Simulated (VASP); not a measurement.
# InSb (F-43m) in VASP: notebook, part 2 of 2

VASP 6.6.1. The steps go on from the part before.

**3. Relaxation of cell and atoms, LDA**

File INCAR:

```
PREC = Accurate
ENCUT = 300
EDIFF = 1E-6
ISMEAR = 0
SIGMA = 0.02
LREAL = F
LASPH = T
NELM = 80
ALGO = Fast
ISIF = 3
LWAVE = F
LCHARG = F
IBRION = 2
NSW = 60
EDIFFG = -0.01
```

File KPOINTS:

```
regular mesh
0
Gamma
  5 5 5
```

File POSCAR:

```
InSb
1.0
    0.0000000000      3.3166107100      3.3166107100
    3.3166107100      0.0000000000      3.3166107100
    3.3166107100      3.3166107100      0.0000000000
In Sb
1 1
Direct
    0.2500000000      0.2500000000      0.2500000000
    0.0000000000      0.0000000000      0.0000000000
```

Potentials or basis: VASP PAW LDA potentials, release 64 (In_d, Sb).

Command:

```console
$ cat potpaw_LDA.64/In_d/POTCAR potpaw_LDA.64/Sb/POTCAR > POTCAR
$ mpirun -np 1 vasp_std > vasp.out
```

OUTCAR:

```text
PREC = Accurate
   ENCUT = 300
   EDIFF = 1E-6
   ISMEAR = 0
   LREAL = F
   LASPH = T
   NELM = 80
   ISIF = 3
   IBRION = 2
   NSW = 60
   EDIFFG = -0.01

 ion  position               nearest neighbor table
   1  0.250  0.250  0.250-   2 2.87   2 2.87   2 2.87   2 2.87
   2  0.000  0.000  0.000-   1 2.87   1 2.87   1 2.87   1 2.87

  LATTYP: Found a face centered cubic cell.
 ALAT       =     6.6332214200

  Lattice vectors:

 A1 = (   0.0000000000,   3.3166107100,   3.3166107100)
 A2 = (   3.3166107100,   0.0000000000,   3.3166107100)
 A3 = (   3.3166107100,   3.3166107100,   0.0000000000)

Analysis of symmetry for initial positions (statically):
=====================================================================
 Subroutine PRICEL returns:
 Original cell was already a primitive cell.

 Routine SETGRP: Setting up the symmetry group for a
 face centered cubic supercell.

 Subroutine GETGRP returns: Found 24 space group operations
 (whereof 24 operations were pure point group operations)
 out of a pool of 48 trial point group operations.

The static configuration has the point symmetry T_d .

Analysis of symmetry for dynamics (positions and initial velocities):
=====================================================================
 Subroutine PRICEL returns:
 Original cell was already a primitive cell.

 Routine SETGRP: Setting up the symmetry group for a
 face centered cubic supercell.

 Subroutine GETGRP returns: Found 24 space group operations
 (whereof 24 operations were pure point group operations)
 out of a pool of 48 trial point group operations.

The dynamic configuration has the point symmetry T_d .

 Subroutine INISYM returns: Found 24 space group operations
 (whereof 24 operations are pure point group operations),
 and found     1 'primitive' translations

----------------------------------------------------------------------------------------

                                     Primitive cell

  volume of cell :      72.9648

  direct lattice vectors                    reciprocal lattice vectors
     0.000000000  3.316610710  3.316610710    -0.150756312  0.150756312  0.150756312
     3.316610710  0.000000000  3.316610710     0.150756312 -0.150756312  0.150756312
     3.316610710  3.316610710  0.000000000     0.150756312  0.150756312 -0.150756312

  length of vectors
     4.690395847  4.690395847  4.690395847     0.261117592  0.261117592  0.261117592

  position of ions in fractional coordinates (direct lattice)
     0.250000000  0.250000000  0.250000000
     0.000000000  0.000000000  0.000000000

  ion indices of the primitive-cell ions
   primitive index   ion index
                 1           1
                 2           2

----------------------------------------------------------------------------------------

 KPOINTS: regular mesh

Automatic generation of k-mesh.
 Grid dimensions read from file:
 generate k-points for:    5    5    5

 Generating k-lattice:

  Cartesian coordinates                     Fractional coordinates (reciprocal lattice)
    -0.030151262  0.030151262  0.030151262     0.200000000  0.000000000  0.000000000
     0.030151262 -0.030151262  0.030151262     0.000000000  0.200000000  0.000000000
     0.030151262  0.030151262 -0.030151262     0.000000000  0.000000000  0.200000000

  Length of vectors
     0.052223518  0.052223518  0.052223518

  Shift w.r.t. Gamma in fractional coordinates (k-lattice)
     0.000000000  0.000000000  0.000000000

 Subroutine IBZKPT returns following result:
 ===========================================

 Found     10 irreducible k-points:

 Following reciprocal coordinates:
            Coordinates               Weight
  0.000000  0.000000  0.000000      1.000000
  0.200000  0.000000  0.000000      8.000000
  0.400000  0.000000  0.000000      8.000000
  0.200000  0.200000  0.000000      6.000000
  0.400000  0.200000  0.000000     24.000000
 -0.400000  0.200000  0.000000     24.000000
 -0.200000  0.200000  0.000000     12.000000
  0.400000  0.400000  0.000000      6.000000
 -0.400000  0.400000  0.000000     12.000000
 -0.400000  0.400000  0.200000     24.000000
   k-points           NKPTS =     10   k-points in BZ     NKDIM =     10   number of bands    NBANDS=     13
   number of dos      NEDOS =    301   number of ions     NIONS =      2
   total plane-waves  NPLWV =  21952
   dimension x,y,z NGX =    28 NGY =   28 NGZ =   28
   dimension x,y,z NGXF=    56 NGYF=   56 NGZF=   56
   ions per type =               1   1
   NGX,Y,Z   is equivalent  to a cutoff of   9.92,  9.92,  9.92 a.u.
   NGXF,Y,Z  is equivalent  to a cutoff of  19.85, 19.85, 19.85 a.u.
 SYSTEM =  unknown system
   PREC   = accura    normal or accurate (medium, high low for compatibility)
   ISTART =      0    job   : 0-new  1-cont  2-samecut
   ICHARG =      2    charge: 1-file 2-atom 10-const
   ISPIN  =      1    spin polarized calculation?
   LNONCOLLINEAR =      F non collinear calculations
   LSORBIT =      F    spin-orbit coupling
   LASPH  =      T    aspherical Exc in radial PAW
   ENCUT  =  300.0 eV  22.05 Ry    4.70 a.u.   6.62  6.62  6.62*2*pi/ulx,y,z
   NELM   =     80;   NELMIN=  2; NELMDL= -5     # of ELM steps
   EDIFF  = 0.1E-05   stopping-criterion for ELM
   LREAL  =      F    real-space projection
   EDIFFG = -.1E-01   stopping-criterion for IOM
   NSW    =     60    number of steps for IOM
   IBRION =      2    ionic relax: 0-MD 1-quasi-New 2-CG
   NFREE  =      1    steps in history (QN), initial steepest desc. (CG)
   ISIF   =      3    stress and relaxation
   ISYM   =      2    0-nonsym 1-usesym 2-fastsym
   POTIM  = 0.5000    time-step for ionic-motion
   TEBEG  =    0.0;   TEEND  =   0.0 temperature during run
   PSTRESS=    0.0 pullay stress
   NELECT =      18.0000    total number of electrons
   NUPDOWN=      -1.0000    fix difference up-down
   EMIN   =  10.00;   EMAX   =-10.00  energy-range for DOS
   EFERMI =   0.00;   METHOD = LEGACY
   ISMEAR =     0;   SIGMA  =   0.02  broadening in eV -4-tet -1-fermi 0-gaus
   EFERMI_NEDOS =   21; number of points for ismear=-14 and -15
   IALGO  =     68    algorithm
   IMIX   =      4    mixing-type and parameters
     AMIX     =   0.40;   BMIX     =  1.00
     AMIX_MAG =   1.60;   BMIX_MAG =  1.00
  volume/ion in A,a.u.               =      36.48       246.20
  Fermi-wavevector in a.u.,A,eV,Ry     =   1.026742  1.940260 14.343239  1.054198
  Thomas-Fermi vector in A             =   2.160650
   LORBIT       =      0    0 simple, 1 ext, 2 COOP (PROOUT), +10 PAW based schemes
   GGA     = CA    functional components
   LHFCALC =     F    Hartree Fock is set to
   AEXX    =    0.0000 exact exchange contribution
   IVDW    =     0    specifies the selected vdW correction
   LEPSILON=     F    determine dielectric tensor
   LRPA    =     F    only Hartree local field effects (RPA)
 conjugate gradient relaxation of ions
 non-spin polarized calculation
 RMM-DIIS sequential band-by-band and
 Gauss-broadening in eV      SIGMA  =   0.02
  energy-cutoff  :      300.00
  volume of cell :       72.96
 maximum number of plane-waves:       875
   NGX = 13   NGY = 13   NGZ = 13

--------------------------------------- Ionic step        1  -------------------------------------------

 number of electron      17.9999983 magnetization

 Free energy of the ion-electron system (eV)
  ---------------------------------------------------
  ext. energy  EPLUGINS =         0.00000000
  ---------------------------------------------------
  free energy    TOTEN  =        -8.10219718 eV

  energy without entropy =       -8.10195036  energy(sigma->0) =       -8.10207377

 E-fermi :   4.1908     XC(G=0):  -8.6965

 val. band max:        4.1846831692   @ k =   0.0000   0.0000   0.0000
 cond. band min:       4.5345500190   @ k =   0.4000   0.0000   0.0000
 fundamental gap:      0.3498668498
 Fermi energy:         4.1907742961

 k-point     1 :       0.0000    0.0000    0.0000
  band No.  band energies     occupation
      1     -10.2316      2.00000
      2     -10.2316      2.00000
      3     -10.2316      2.00000
      4     -10.1630      2.00000
      5     -10.1630      2.00000
      6      -6.1644      2.00000
      7       3.4156      2.00000
      8       4.1847      1.33334
      9       4.1847      1.33334
     10       4.1847      1.33332
     11       7.0839      0.00000
     12       7.0839      0.00000
     13       7.0839      0.00000
[... 211 lines left out ...]
  energy  without entropy=       -8.1594053111  energy(sigma->0) =       -8.15952872

--------------------------------------- Ionic step        3  -------------------------------------------

 number of electron      18.0000013 magnetization

 Free energy of the ion-electron system (eV)
  ---------------------------------------------------
  ext. energy  EPLUGINS =         0.00000000
  ---------------------------------------------------
  free energy    TOTEN  =        -8.16520846 eV

  energy without entropy =       -8.16496164  energy(sigma->0) =       -8.16508505

 E-fermi :   5.0530     XC(G=0):  -9.0412

 val. band max:        5.0469048050   @ k =   0.0000   0.0000   0.0000
 cond. band min:       5.5409807665   @ k =   0.4000   0.0000   0.0000
 fundamental gap:      0.4940759615
 Fermi energy:         5.0529959540

 k-point     1 :       0.0000    0.0000    0.0000
  band No.  band energies     occupation
      1      -9.5404      2.00000
      2      -9.5404      2.00000
      3      -9.5404      2.00000
      4      -9.4499      2.00000
      5      -9.4499      2.00000
      6      -5.8111      2.00000
      7       4.7478      2.00000
      8       5.0469      1.33334
      9       5.0469      1.33334
     10       5.0469      1.33332
     11       7.9418      0.00000
     12       7.9418      0.00000
     13       7.9418      0.00000
[... 171 lines left out ...]
  FREE ENERGIE OF THE ION-ELECTRON SYSTEM (eV)
  ---------------------------------------------------
  free  energy   TOTEN  =        -8.1652084574 eV

  energy  without entropy=       -8.1649616377  energy(sigma->0) =       -8.16508505

 reached required accuracy - stopping structural energy minimisation
```

CONTCAR:

```text
InSb
   1.00000000000000
     0.0000000000000000    3.2255169472872205    3.2255169472872200
     3.2255169472872200    0.0000000000000000    3.2255169472872200
     3.2255169472872200    3.2255169472872205    0.0000000000000000
  In              Sb
     1     1
Direct
     0.2500000000000000    0.2500000000000000    0.2500000000000000
     0.0000000000000000    0.0000000000000000    0.0000000000000000

  0.00000000E+00  0.00000000E+00  0.00000000E+00
  0.00000000E+00  0.00000000E+00  0.00000000E+00
```

It took 18 s on 1 thread of AMD EPYC 7R13 (Zen 3), shared host; peak memory 0.11 GiB.

What came out:

* Free energy: -8.1652 eV
* Relaxed volume: 33.56 Å³/atom
* Relaxed cell: a = 4.562 Å, b = 4.562 Å, c = 4.562 Å, α = 60.00°, β = 60.00°, γ = 60.00°
* Space group after relaxing (to 0.05 Å): F-43m (No. 216)
* Energy gained by relaxing: 31.5 meV/atom
* Ionic steps: 3
* Pressure after relaxing: 0.0 GPa
* Band gap on the k mesh: none (metal or under the smearing width)

The path:
| step | energy change (eV) | largest force (eV/Å) | pressure (GPa) | volume (Å³) |
| --- | --- | --- | --- | --- |
| 1 | 0.0000 | 0.0000 | -3.18 | 72.96 |
| 2 | -0.0575 | 0.0000 | 1.14 | 65.59 |
| 3 | -0.0630 | 0.0000 | 0.03 | 67.12 |

Final structure:
```
CELL_PARAMETERS angstrom
0.00000 3.22552 3.22552
3.22552 0.00000 3.22552
3.22552 3.22552 0.00000
ATOMIC_POSITIONS crystal
In 0.25000 0.25000 0.25000
Sb 0.00000 0.00000 0.00000
```

Caveat: this crystal is a semiconductor, whose small gap the functional closes, so the metal is an error of the method.
